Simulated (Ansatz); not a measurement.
**Antimony, simple cubic under RPBE: structure, energy and stiffness**

The plan for antimony in the simple cubic structure: relax it, solve it on a dense k-mesh, then scale the cell to 7 volumes from 88 to 112 % of the relaxed one and try a fit of the equation of state. Spin polarisation is left out. The k-meshes are 10×10×10 for the relaxation; 16×16×16 for the dense run; 11×11×11 for the volumes.

Method: DFT RPBE, plane waves (420 eV) with PAW, scalar-relativistic; PBE-made PAW files, in Ansatz 0.2.0.

## 1. Starting point

It takes space group Pm-3m (No. 221, cubic). The conventional cell has a = 3.085 Å, b = 3.085 Å, c = 3.085 Å, α = 90.00°, β = 90.00°, γ = 90.00°. Sb (site symmetry m-3m) is surrounded by 6 Sb at 3.08 Å.

Coordinates:

```cif
data_structure
_symmetry_space_group_name_H-M 'Pm-3m'
_symmetry_Int_Tables_number 221
_cell_length_a 3.0849
_cell_length_b 3.0849
_cell_length_c 3.0849
_cell_angle_alpha 90.000
_cell_angle_beta 90.000
_cell_angle_gamma 90.000
_cell_volume 29.36
loop_
_atom_site_label
_atom_site_type_symbol
_atom_site_symmetry_multiplicity
_atom_site_Wyckoff_symbol
_atom_site_fract_x
_atom_site_fract_y
_atom_site_fract_z
_atom_site_occupancy
Sb1 Sb 1 a 0.00000 0.00000 0.00000 1
```

## 2. Relaxation of the cell

Input file input.yaml:

```yaml
crystal:
  lattice:
    - [3.0848839383, 0.0, 0.0]
    - [0.0, 3.0848839383, 0.0]
    - [0.0, 0.0, 3.0848839383]
  atoms:
    - { symbol: Sb, position: [0.0, 0.0, 0.0] }
hamiltonian:
  xc: rpbe
  pseudopotentials:
    kind: paw
    azcp:
      Sb: "pseudopotentials/Sb.paw.azcp"
basis:
  ecutwfc: 420
  fft_grid_basis: typed
kpoints:
  mp_grid: { grid: [10, 10, 10], shift: [0, 0, 0] }
magnetization:
  spin_polarized: false
scf:
  occupations: { method: fermi_dirac, width: 0.1 }
relax:
  max_steps: 60
  f_tol: 0.01
  cell: {}
output:
  write_density: true
  write_potential: true
  elf: true
  volumetric_format: npy
```

On the command line:

```bash
> ansatz run input.yaml --threads 2 --pin off --max-ram 5120MiB --backend cpu --events-out ev --progress --plain --runs-dir out
```

The runs that follow: Single point on a dense mesh; At 88 % of the relaxed volume; At 92 % of the relaxed volume; At 96 % of the relaxed volume; At 100 % of the relaxed volume; At 104 % of the relaxed volume; At 108 % of the relaxed volume; At 112 % of the relaxed volume.

**Question.** What will these runs give? Wanted: space group; conventional cell; volume; shortest distance; gap on the mesh; relative to A7 rhombohedral; V₀, B₀, B₀′.

As calculated:

| quantity | value |
| --- | --- |
| space group (spins left aside) | Pm-3m (No. 221) |
| conventional cell | a = 3.130 Å |
| volume | 30.661 Å³/atom |
| shortest distance | 3.130 Å |
| gap on the mesh | none (levels filled in part) |
| relative to A7 rhombohedral | +64 meV/atom |
| V₀, B₀, B₀′ | 31.010 Å³/atom, 49 GPa, 3.9 |

In words: From the guessed start the volume grew by 4.4 % in 5 steps. It lies 64 meV/atom above the element's reference form at the same level (A7 rhombohedral, from a run of its own). No gap shows: it is a metal or semimetal at this level. The fitted modulus is 49 GPa. Relaxation kept the symmetry; phonons were not checked.
